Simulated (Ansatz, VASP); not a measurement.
**N in VASP and in Ansatz**

```
N
1.0
     4.36239    0.00000    0.00000
     0.00000    4.36239    0.00000
     0.00000    0.00000    5.38948
N
4
Cartesian
  3.8995 3.8995 0.0000
  2.6441 1.7183 2.6947
  0.4629 0.4629 0.0000
  1.7183 2.6441 2.6947
```

Alike in both runs: task single point; functional PBE; k mesh 6 × 6 × 4; occupations gaussian, width 0.02 eV; no spin polarisation.

|  | VASP | Ansatz |
| --- | --- | --- |
| version | VASP 6.6.1 | Ansatz 0.2.0 |
| potentials or method | VASP PAW PBE potentials, release 64 (N) | scalar-relativistic, plane waves, PAW |
| plane-wave cutoff (eV) | 520 | 420 |
| valence electrons in the cell | 20 | 20 |

```csv
,VASP,Ansatz,Ansatz less VASP
gap on the k mesh at the Fermi level (eV),5.09,5.11,+0.016
least direct gap on the mesh (eV),5.18,5.17,-0.012
pressure (GPa),-19.2,-19.3,-0.18
largest component of the traceless stress (GPa),19.45,19.69,+0.237
rms of the force components (eV/Å),8.210,8.310,+0.0999
```

Atom by atom the forces differ by 0.100 eV/Å (rms over components). The functional is the same, so the differences come from potentials, cutoffs and numerics.

Caveats: so large a pressure means that the cell lies far from this level's equilibrium, or that cutoff or potentials fall short (VASP); forces of over 1 eV/Å show positions far from the minimum, so gaps and moduli don't describe the material at rest. A k mesh can miss the band edges.
